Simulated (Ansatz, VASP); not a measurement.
# Se: VASP beside Ansatz

```
Se
1.0
     4.45183    0.00000    0.00000
    -2.22592    3.85540    0.00000
     0.00000    0.00000    5.05075
Se
3
Cartesian
  1.0034 0.0000 1.6836
  -0.5017 0.8690 3.3672
  1.7242 2.9864 0.0000
```

Change from the starting cell: volume scaled by 1.06.

Alike in both runs: task single point; functional LDA; k mesh 6 × 6 × 5; occupations fermi-dirac, width 0.03 eV; no spin polarisation.

```csv
,VASP,Ansatz
version,VASP 6.6.1,Ansatz 0.2.0
potentials or method,"VASP PAW LDA potentials, release 64 (Se), cutoff 520 eV","all-electron LAPW, scalar-relativistic"
```

|  | VASP | Ansatz | Ansatz less VASP |
| --- | --- | --- | --- |
| gap on the k mesh at the Fermi level (eV) | 1.20 | 1.21 | +0.009 |
| pressure (GPa) | -3.9 | -4.1 | -0.15 |
| largest component of the traceless stress (GPa) | 0.21 | 0.28 | +0.064 |
| rms of the force components (eV/Å) | 0.172 | 0.195 | +0.0234 |

Atom by atom the forces differ by 0.023 eV/Å (rms over components). Ansatz ran all-electron here, so the differences hold the error of VASP's frozen core and of both bases.

Caveats: an odd mesh through Γ misses points on the zone boundary, where band edges often lie.
